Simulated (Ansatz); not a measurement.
Crystal: Tc.

```
Tc
1.0
     2.74000    0.00000    0.00000
    -1.37000    2.37291    0.00000
     0.00000    0.00000    4.39800
Tc
2
Direct
  0.66667 0.33333 0.75000
  0.33333 0.66667 0.25000
```

Base run:

* Program: Ansatz 0.2.0
* Functional: PBE
* Potentials or basis: all-electron LAPW, scalar-relativistic
* Cutoff: 261 eV
* Density cutoff: 1044 eV
* Basis error allowed: 0.001 eV/atom
* k mesh: 11 × 11 × 6
* Occupations: fermi-dirac, width 0.05 eV
* Spin: no spin polarisation

Its results: pressure 2.9 GPa.

Q: The run is repeated on the same cell with these changes: functional from PBE to LDA. What comes out?

A: Pressure -11.9 GPa.

LDA binds more tightly than PBE, so the same cell stands under less pressure.

Not every run made on this cell is shown here.
